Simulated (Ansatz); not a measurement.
# 4-layer blue phosphorene (AA') in a perpendicular field

Aim: how the 4-layer blue phosphorene (AA') screens a field along its normal, and what the field does to its bands. A positive field points along +c.

Calculated with Ansatz 0.2.0; plane-wave DFT, PBE-D3(BJ), Ansatz PAW.

**1. The structure**

The cell holds 8 atoms: 8 P. Its edges and angles: a = 3.280 Å, b = 3.280 Å, c = 60.160 Å, α = 90.0°, β = 90.0°, γ = 120.0°. Regions: layer 1: blue phosphorene, 2 atoms (2 P); layer 2: blue phosphorene, 2 atoms (2 P); layer 3: blue phosphorene, 2 atoms (2 P); layer 4: blue phosphorene, 2 atoms (2 P). Vacuum lies along c.

**2. Relaxing the slab**

The starting cell is a guess, so the in-plane lattice and the atoms are relaxed first, with the slab cut off from its images along the normal.

File input.yaml:

```yaml
crystal:
  lattice:
    - [3.28, 0.0, 0.0]
    - [-1.64, 2.8405633244, 0.0]
    - [0.0, 0.0, 60.1600000008]
  atoms:
    - { symbol: P, position: [0.6666666667, 0.3333333333, 0.3789893617] }
    - { symbol: P, position: [0.3333333333, 0.6666666667, 0.3996010638] }
    - { symbol: P, position: [0.3333333333, 0.6666666667, 0.4527925532] }
    - { symbol: P, position: [0.6666666667, 0.3333333333, 0.4734042553] }
    - { symbol: P, position: [0.6666666667, 0.3333333333, 0.5265957447] }
    - { symbol: P, position: [0.3333333333, 0.6666666667, 0.5472074468] }
    - { symbol: P, position: [0.3333333333, 0.6666666667, 0.6003989362] }
    - { symbol: P, position: [0.6666666667, 0.3333333333, 0.6210106383] }
  periodic: [true, true, false]
kpoints:
  mp_grid: { grid: [12, 12, 1] }
hamiltonian:
  xc: pbe
  dispersion: d3bj
scf:
  occupations: { method: fermi_dirac, width: 0.05 }
  convergence: { dr2_threshold: 1.0e-09 }
relax:
  f_tol: 0.004
  max_steps: 90
  cell: {}
output:
  write_potential: true
  write_density: true
  volumetric_format: npy
```

On the command line:

```bash
ansatz run input.yaml --threads 2 --pin off --max-ram 3072MiB --backend cpu --events-out ev --progress --plain --runs-dir out
```

Numbers of over 12 decimals in the logs are rounded to 6 here.

Log:

```text
Warning: relax.cell: scf.convergence.dr2_threshold = 1e-9 eV is looser than the 1.32627401878e-10 eV advised for a relaxation that steers and ends on the stress (1e-10 eV for each atom of the cell: 8, times the square of relax.cell.stress_2d_tol = 0.05 N/m over 24.6 Å (the atoms' height at the walk's start and 5 Å past either face), 2.036e-2 GPa, over a crystal's default 0.05). What an SCF threshold leaves in a stress goes as its square root, and in the free energy as the threshold itself, and one threshold admits the most on a small cell: [figures from the program's tests cut] Set scf.convergence.dr2_threshold to 1.32627401878e-10 eV or tighter. [rest of the remark cut]
Engine: ansatz 0.2.0, aarch64-unknown-linux-gnu
Pseudopotentials: kind: paw
Pseudopotential: P, paw, valence charge 5, recommended cutoff 420 eV (normal), P.paw.azcp
Functional definition: PBE
  parameter kappa = 0.804
  parameter beta = 0.066725
  exchange = pbe_x(kappa = kappa, mu = beta*pi^2/3)
  correlation = pbe_c(beta = beta)
Crystal: 8 atoms, lattice volume = 560.514 Å³
Basis set: ecut = 420 eV, 11169 PW (Γ), exchange–correlation on 48×48×810 points (8 copies of the dense FFT grid, shifted against one another)
Bands: 28, of which v1, the nominal top of the filled ones, is band 20 counted from 1 (19 counted from 0)
Symmetry: 12 space group operations
Space group: P-6m2 (ITA 187), of the structure as read, at distance tolerance 8.2e-5 Å
k-points: 19 of 144 (time reversal used)
Non-local potential: P, projectors of the file, l = 0: 2, l = 1: 2, l = 2: 2
PAW form: soft (Blöchl's): semilocal exchange-correlation on the pseudo side does not see the compensation charge
PAW one-centre angular grid: P, 110 points (default); XC on 64 Gauss nodes
Initial density: superposition of atomic densities (neutral atoms: chi_scale 0, normalization atom), corrected by the library's trained network
Initial wavefunctions: pseudopotential atomic-orbital guess
Functional: x = pbe(κ = 0.804, μ = 0.219515), c = pbe(β = 0.066725)
SCF iter   1: F=—  HF=-6046.945624 eV  |F-HF|=—  |Δ(HF+E_count)|=         —  Δρ=1.36e-3  dr2=4.88e-2  ethr=1.77e-3  ⟨swp⟩=12.3  Hψ=4445  notcnv=0
preconditioner: auto → LDOS  [metal: Δε(μ)=0.009 eV  Ē_g=8.729 eV  σ=0.050 eV  W_gap=0.05  n_scr=32 (ndim 8)  ℏωp=9.9 eV  f_vac=0.687  D(μ)=2.66/eV (n_scr^D=16)  β→1.0]
SCF iter   2: F=—  HF=-6046.942858 eV  |F-HF|=—  |Δ(HF+E_count)|=   2.77e-3  Δρ=5.86e-4  dr2=7.93e-3  ethr=1.22e-4  ⟨swp⟩=3.8  Hψ=1317  notcnv=0  defer=23
SCF iter   3: F=—  HF=-6046.942072 eV  |F-HF|=—  |Δ(HF+E_count)|=   7.86e-4  Δρ=2.48e-4  dr2=4.77e-3  ethr=1.98e-5  ⟨swp⟩=3.2  Hψ=1068  notcnv=0  defer=23
SCF iter   4: F=—  HF=-6046.941693 eV  |F-HF|=—  |Δ(HF+E_count)|=   3.78e-4  Δρ=1.19e-4  dr2=1.59e-3  ethr=1.19e-5  ⟨swp⟩=1.5  Hψ=582  notcnv=0  defer=23
SCF iter   5: F=—  HF=-6046.941592 eV  |F-HF|=—  |Δ(HF+E_count)|=   1.01e-4  Δρ=4.59e-5  dr2=1.50e-4  ethr=3.97e-6  ⟨swp⟩=2.0  Hψ=688  notcnv=0  defer=23
SCF iter   6: F=—  HF=-6046.941583 eV  |F-HF|=—  |Δ(HF+E_count)|=   9.76e-6  Δρ=1.58e-5  dr2=1.30e-5  ethr=3.75e-7  ⟨swp⟩=2.5  Hψ=830  notcnv=0  defer=23
SCF iter   7: F=—  HF=-6046.941590 eV  |F-HF|=—  |Δ(HF+E_count)|=   6.95e-6  Δρ=7.01e-6  dr2=1.81e-6  ethr=3.24e-8  ⟨swp⟩=3.1  Hψ=1005  notcnv=0  defer=23
SCF iter   8: F=—  HF=-6046.941612 eV  |F-HF|=—  |Δ(HF+E_count)|=   2.22e-5  Δρ=1.59e-6  dr2=8.82e-8  ethr=4.53e-9  ⟨swp⟩=3.1  Hψ=1029  notcnv=0  defer=22
SCF iter   9: F=—  HF=-6046.941612 eV  |F-HF|=—  |Δ(HF+E_count)|=   1.98e-8  Δρ=8.26e-7  dr2=2.01e-8  ethr=2.20e-10  ⟨swp⟩=3.3  Hψ=1124  notcnv=0  defer=22
SCF iter  10: F=-6046.941612 eV  HF=-6046.941612 eV  |F-HF|=5.33e-10  |Δ(HF+E_count)|=   1.77e-9  Δρ=1.22e-7  dr2=3.02e-10  ethr=2.50e-12  ⟨swp⟩=10.3  Hψ=4859  notcnv=0
SCF 1 converged in 10 iterations: F = -6046.941612 eV  dr2 = 3.02e-10
  greatest PAW one-centre occupation: 0.822 electrons in one spin orbital (limit 2), on the P atom at site 5 (counted from 0), in its partial waves of l = 0
relax step   1: F+E_penalty+E_count = -6046.94161178 eV  Δ(F+E_penalty+E_count) = +0.000e0 eV  max|allowed force component| = 4.225e-1 eV/Å  Δτ_max = 0.0000 Å  P = -2.046 N/m  Ω = 560.514 Å³  fix = [c, alpha, beta]  reactions: c -0.000 N/m  (10 SCF iters, accepted)
Crystal: 8 atoms, lattice volume = 560.308 Å³
Initial density: handed on by an earlier stage of this run
Initial wavefunctions: those handed on with the density
iter 1 solved again at ethr=2.77e-4 eV; its pass at ethr=3.10e-3 eV (dr2=1.11e-1 eV) is discarded
SCF iter   1: F=—  HF=-6047.060493 eV  |F-HF|=—  |Δ(HF+E_count)|=         —  Δρ=5.88e-3  dr2=1.11e-1  ethr=2.77e-4  ⟨swp⟩=2.8  Hψ=5083  notcnv=0
preconditioner: auto → LDOS  [metal: Δε(μ)=0.077 eV  Ē_g=8.784 eV  σ=0.050 eV  W_gap=0.35  n_scr=32 (ndim 8)  ℏωp=9.9 eV  f_vac=0.678  D(μ)=1.75/eV (n_scr^D=14)  β→1.0]
SCF iter   2: F=—  HF=-6047.064196 eV  |F-HF|=—  |Δ(HF+E_count)|=   3.70e-3  Δρ=1.40e-3  dr2=5.26e-2  ethr=2.77e-4  ⟨swp⟩=3.0  Hψ=1135  notcnv=0
SCF iter   3: F=—  HF=-6047.059434 eV  |F-HF|=—  |Δ(HF+E_count)|=   4.76e-3  Δρ=9.39e-4  dr2=3.24e-2  ethr=1.32e-4  ⟨swp⟩=3.6  Hψ=1354  notcnv=0
SCF iter   4: F=—  HF=-6047.055903 eV  |F-HF|=—  |Δ(HF+E_count)|=   3.53e-3  Δρ=4.61e-4  dr2=7.87e-3  ethr=8.09e-5  ⟨swp⟩=1.8  Hψ=587  notcnv=0
SCF iter   5: F=—  HF=-6047.055336 eV  |F-HF|=—  |Δ(HF+E_count)|=   5.67e-4  Δρ=7.84e-5  dr2=1.45e-4  ethr=1.97e-5  ⟨swp⟩=2.1  Hψ=703  notcnv=0
SCF iter   6: F=—  HF=-6047.055361 eV  |F-HF|=—  |Δ(HF+E_count)|=   2.53e-5  Δρ=3.51e-5  dr2=9.49e-5  ethr=3.62e-7  ⟨swp⟩=3.2  Hψ=1109  notcnv=0
SCF iter   7: F=—  HF=-6047.055355 eV  |F-HF|=—  |Δ(HF+E_count)|=   6.20e-6  Δρ=2.54e-5  dr2=5.40e-5  ethr=2.37e-7  ⟨swp⟩=1.4  Hψ=592  notcnv=0
SCF iter   8: F=—  HF=-6047.055351 eV  |F-HF|=—  |Δ(HF+E_count)|=   4.34e-6  Δρ=5.84e-6  dr2=6.08e-7  ethr=1.35e-7  ⟨swp⟩=2.3  Hψ=723  notcnv=0
SCF iter   9: F=—  HF=-6047.055371 eV  |F-HF|=—  |Δ(HF+E_count)|=   2.05e-5  Δρ=2.14e-6  dr2=3.50e-7  ethr=1.52e-9  ⟨swp⟩=3.1  Hψ=1107  notcnv=0
SCF iter  10: F=—  HF=-6047.055371 eV  |F-HF|=—  |Δ(HF+E_count)|=   4.77e-9  Δρ=9.69e-7  dr2=4.59e-8  ethr=8.75e-10  ⟨swp⟩=1.9  Hψ=618  notcnv=0
SCF iter  11: F=-6047.055371 eV  HF=-6047.055371 eV  |F-HF|=6.42e-10  |Δ(HF+E_count)|=   1.13e-9  Δρ=2.41e-7  dr2=5.65e-10  ethr=2.50e-12  ⟨swp⟩=10.9  Hψ=5127  notcnv=0
SCF 2 converged in 11 iterations: F = -6047.055371 eV  dr2 = 5.65e-10
  greatest PAW one-centre occupation: 0.821 electrons in one spin orbital (limit 2), on the P atom at site 4 (counted from 0), in its partial waves of l = 0
[...]
relax step   6: F+E_penalty+E_count = -6047.31664404 eV  Δ(F+E_penalty+E_count) = -1.476e-2 eV  max|allowed force component| = 5.950e-2 eV/Å  Δτ_max = 0.2000 Å  P = +0.740 N/m  Ω = 547.767 Å³  energy of the carried Pulay correction = +4.828e-4 eV  fix = [c, alpha, beta]  reactions: c +0.000 N/m  (10 SCF iters, accepted)
relax step   7: F+E_penalty+E_count = -6047.30979559 eV  Δ(F+E_penalty+E_count) = +6.848e-3 eV  max|allowed force component| = 1.443e-1 eV/Å  Δτ_max = 0.0471 Å  P = -1.708 N/m  Ω = 556.109 Å³  energy of the carried Pulay correction = +1.656e-4 eV  fix = [c, alpha, beta]  (9 SCF iters, rejected (line search))
relax step   8: F+E_penalty+E_count = -6047.31802489 eV  Δ(F+E_penalty+E_count) = -1.381e-3 eV  max|allowed force component| = 7.606e-3 eV/Å  Δτ_max = 0.0226 Å  P = +0.048 N/m  Ω = 549.616 Å³  energy of the carried Pulay correction = +4.121e-4 eV  fix = [c, alpha, beta]  reactions: c +0.000 N/m  (9 SCF iters, accepted)
relax step   9: F+E_penalty+E_count = -6047.31868822 eV  Δ(F+E_penalty+E_count) = -6.633e-4 eV  max|allowed force component| = 1.038e-2 eV/Å  Δτ_max = 0.0548 Å  P = -0.005 N/m  Ω = 549.704 Å³  energy of the carried Pulay correction = +4.087e-4 eV  fix = [c, alpha, beta]  reactions: c -0.000 N/m  (9 SCF iters, accepted)
relax step  10: F+E_penalty+E_count = -6047.31841346 eV  Δ(F+E_penalty+E_count) = +2.748e-4 eV  max|allowed force component| = 1.308e-2 eV/Å  Δτ_max = 0.0375 Å  P = -0.115 N/m  Ω = 550.037 Å³  energy of the carried Pulay correction = +3.960e-4 eV  fix = [c, alpha, beta]  (9 SCF iters, rejected (line search))
relax step  11: F+E_penalty+E_count = -6047.31878017 eV  Δ(F+E_penalty+E_count) = -9.194e-5 eV  max|allowed force component| = 6.912e-4 eV/Å  Δτ_max = 0.0150 Å  P = -0.001 N/m  Ω = 549.729 Å³  energy of the carried Pulay correction = +4.078e-4 eV  fix = [c, alpha, beta]  reactions: c -0.000 N/m  (8 SCF iters, accepted)
Initial wavefunctions: pseudopotential atomic-orbital guess (no wavefunctions were taken with the density)
iter 1 solved again at ethr=1.42e-7 eV; its pass at ethr=3.10e-3 eV (dr2=5.69e-5 eV) is discarded
SCF iter   1: F=—  HF=-6047.318430 eV  |F-HF|=—  |Δ(HF+E_count)|=         —  Δρ=7.40e-6  dr2=2.78e-8  ethr=1.42e-7  ⟨swp⟩=6.2  Hψ=7076  notcnv=0
eigensolver tolerance schedule: the retry pair's looser diagonalisation over-reported the residual by 2049.45 of it (diagonalisation noise at 0.10 of the residual, at the tolerance the schedule requests for it); recorded, not acted on — ethr = c·dr2/N_el stays at c = 1.0e-1
preconditioner: auto → Resta (q_TF=auto, 1.763 Å⁻¹)  ε∞=2.3  [insulator: Δε(μ)=1.168 eV  Ē_g=8.818 eV  σ=0.050 eV  W_gap=1.00  n_scr=32 (ndim 8)  ℏωp=10.0 eV  f_vac=0.649  D(μ)=0.00/eV (n_scr^D=0)  ε∞_Penn≈2.3  vacuum switching on, ρ_ref=5.6e-3 e/Å³]
SCF iter   2: F=—  HF=-6047.318450 eV  |F-HF|=—  |Δ(HF+E_count)|=   2.01e-5  Δρ=3.77e-6  dr2=7.02e-9  ethr=6.94e-11  ⟨swp⟩=4.6  Hψ=1744  notcnv=0
SCF iter   3: F=—  HF=-6047.318450 eV  |F-HF|=—  |Δ(HF+E_count)|=   8.29e-8  Δρ=3.47e-7  dr2=1.78e-9  ethr=1.75e-11  ⟨swp⟩=2.6  Hψ=1004  notcnv=0
SCF iter   4: F=-6047.318450 eV  HF=-6047.318450 eV  |F-HF|=5.41e-10  |Δ(HF+E_count)|=  1.82e-10  Δρ=1.54e-7  dr2=6.09e-10  ethr=2.50e-12  ⟨swp⟩=15.8  Hψ=4845  notcnv=0
SCF 12 converged in 4 iterations: F = -6047.318450 eV  dr2 = 6.09e-10
relax step  12: F+E_penalty+E_count = -6047.31845004 eV  Δ(F+E_penalty+E_count) = +3.301e-4 eV  max|allowed force component| = 7.442e-4 eV/Å  Δτ_max = 0.0000 Å  P = -0.014 N/m  Ω = 549.729 Å³  fix = [c, alpha, beta]  reactions: c -0.000 N/m  stress off target by 1.37e-2 N/m on what of the cell is left free  SCF on the basis re-selected at this cell (its energy is not comparable with the rows above)  (4 SCF iters)
basis re-selected at this cell: Δ(F+E_penalty+E_count) = +3.301e-4 eV, ΔP = -0.012 N/m vs the last step (what re-selecting the basis moved, of the pressure what is left beyond the Pulay correction that the steps carried, after the strain that the cell walked since its last selection, with what the two solves' SCF thresholds leave and, on support functions, any second-order correction that the steps lacked; it is no m [...]
WARN: The output density's exchange-correlation potential varies sharply where the density is thin. Do not read a vacuum level from v_tot or v_xc, or from such a field of the output density. On a cell that repeats whose density bears no net charge and no dipole along the vacuum's axis use v_es (v_loc + v_h of the components); under efield.dipole_correction with no amplitude use v_es + v_field, which holds any externa [...]
SCF converged after 4 iterations
Free energy (F): -6047.318450 eV
Harris-Foulkes:  -6047.318450 eV  (|F-HF|=5.41e-10)
Internal energy: -6047.318448 eV  (E = F + TS)
E sigma→0 (E₀):  -6047.318449 eV
Entropy (-TS):   -0.000002 eV (-0.000 meV/atom)
Fermi energy:    -5.021514 eV
--- Per-component energies (eV) ---
  E_band       = -456.648829
  E_kinetic    = 557.926232
  E_local      = -132755.930818  (includes V_loc(G=0)·N_el)
  E_nonlocal   = 272.308029
  E_hartree    = 66005.566662
  E_xc         = -488.748173
  E_vxc        = -481.718923  (∫ρ·V_xc dr)
  E_paw        = -4554.793152  (= ΣΔE_a)
  E_vpaw       = -60.372808  (= ΣTr[D̂ρ^β])
  E_aug_tail   = 0.000026  (compensation charges beyond the density's cutoff)
  E_ewald      = 64918.489297
  E_disp       = -2.136551  (pairwise vdW)
  E_smearing   = -0.000002  (= −TS)
  E_closure    = 0.000000  (closes the sum)
  Σ components = -6047.318450   (vs F -6047.318450, Δ=0.00e0)
--- Forces (eV/Å), atoms counted from 1 ---
  atom   1  P      0.00000000    -0.00000000    -0.00016167
  atom   2  P      0.00000000     0.00000000     0.00017270
  atom   3  P      0.00000000     0.00000000    -0.00023424
  atom   4  P     -0.00000000    -0.00000000     0.00074415
  atom   5  P     -0.00000000    -0.00000000    -0.00074415
  atom   6  P      0.00000000     0.00000000     0.00023424
  atom   7  P      0.00000000     0.00000000    -0.00017270
  atom   8  P      0.00000000    -0.00000000     0.00016167
  max |Σ_I F_I| component: 2.71e-19 eV/Å
--- 2D stress c σ (N/m, compression-positive) ---
       -0.013659      -0.000000       0.000000
       -0.000000      -0.013659      -0.000000
        0.000000       0.000000       0.000000
  P = ½ c Tr σ = -0.0137 N/m
--- Band table (eV; the first three rows and the last of 19) ---
  k-point 0: bands = [... 16 lower, -6.1898, -6.1884, -6.1884, -5.8411, -2.1983, -2.1983, -2.1803, -2.1776, ... 4 higher]
  k-point 1: bands = [... 16 lower, -6.4486, -6.4470, -6.3050, -5.7889, -2.5159, -2.4868, -2.4576, -2.4387, ... 4 higher]
  k-point 2: bands = [... 16 lower, -7.0019, -6.6759, -6.1473, -5.6774, -3.2383, -3.1923, -3.1401, -3.0973, ... 4 higher]
  k-point 18: bands = [... 16 lower, -7.9195, -7.7227, -7.7020, -7.6831, -4.3407, -4.1869, -3.9990, -3.8459, ... 4 higher]
  the weakly bound empty levels are not read free of the cell's end (no_gap_told)
--- Relaxed structure (11 steps of the walk, 9 accepted, 1 SCFs on fresh bases) ---
  F+E_penalty+E_count = -6047.31845004 eV   max|allowed force component| = 7.442e-4 eV/Å   (the final SCF, on the basis selected at the relaxed cell)
  cell:  # Å, volume = 549.7290 Å³
    - [3.248292, 0.0, 0.0]
    - [-1.624146, 2.813104, 0.0]
    - [0.0, 0.0, 60.1600000008]
  atoms:
    - { symbol: P, position: [0.666667, 0.333333, 0.361099] }
    - { symbol: P, position: [0.333333, 0.666667, 0.381822] }
    - { symbol: P, position: [0.333333, 0.666667, 0.446835] }
    - { symbol: P, position: [0.666667, 0.333333, 0.467555] }
    - { symbol: P, position: [0.666667, 0.333333, 0.532445] }
    - { symbol: P, position: [0.333333, 0.666667, 0.553165] }
    - { symbol: P, position: [0.333333, 0.666667, 0.618178] }
    - { symbol: P, position: [0.666667, 0.333333, 0.638901] }
```

It took 5.5 min on 2 threads of Arm Neoverse N1, shared host; peak memory 0.77 GiB; 11 min of CPU time.

Relaxation path:

| step | energy less that of the first step (eV) | largest force component (eV/Å) | volume (Å³) |
| --- | --- | --- | --- |
| 1 | 0.0000 | 0.4225 | 560.51 |
| 2 | -0.1138 | 0.1773 | 560.31 |
| 3 | -0.2426 | 0.1968 | 556.48 |
| 4 | -0.3219 | 0.1422 | 550.91 |
| 5 | -0.3603 | 0.0761 | 548.43 |
| 6 | -0.3750 | 0.0595 | 547.77 |
| 7 | -0.3682 | 0.1443 | 556.11 |
| 8 | -0.3764 | 0.0076 | 549.62 |
| 9 | -0.3771 | 0.0104 | 549.70 |
| 10 | -0.3768 | 0.0131 | 550.04 |
| 11 | -0.3772 | 0.0007 | 549.73 |
| 12* | -0.3768 | 0.0007 | 549.73 |

Relaxation steps marked * repeat the geometry before them on a plane-wave basis chosen anew for their cell, so energy and pressure can jump there. Relaxation steps 7, 10 were tried and not accepted.

The run keeps the 12 symmetry operations that it works with, so distortions that break them were not tested.

| cell as run | before | after | change |
| --- | --- | --- | --- |
| a (Å) | 3.280 | 3.248 | -1.0 % |
| b (Å) | 3.280 | 3.248 | -1.0 % |

The atoms that moved most (Å, along periodic axes as changes of fractional coordinates times the final cell, across vacuum about the mean position):

| atom | dx | dy | dz | length |
| --- | --- | --- | --- | --- |
| P8 | 0.000 | 0.000 | 1.076 | 1.076 |
| P1 | 0.000 | 0.000 | -1.076 | 1.076 |
| P2 | 0.000 | 0.000 | -1.070 | 1.070 |
| P7 | 0.000 | 0.000 | 1.070 | 1.070 |
| P6 | 0.000 | 0.000 | 0.358 | 0.358 |
| P3 | 0.000 | 0.000 | -0.358 | 0.358 |
| P4 | 0.000 | 0.000 | -0.352 | 0.352 |
| P5 | 0.000 | 0.000 | 0.352 | 0.352 |

The lattice constant a goes from 3.280 to 3.248 Å.

(Continued in part 2 of 2.)

[Logs are printed without paths, hosts, clocks, repeated set-up lines and the standing remarks that a program may print on its own settings, such as how far it seeks lower states.]

[Hosts, paths, dates, database ids (printed as entryN), source tags and the programs' standing remarks are cut or masked in the printed files.]

[Maps of the electrostatic potential energy from Ansatz leave out the sawtooth potential of an applied field or a dipole correction, so their vacuum need not be flat; planar profiles and work functions include it.]
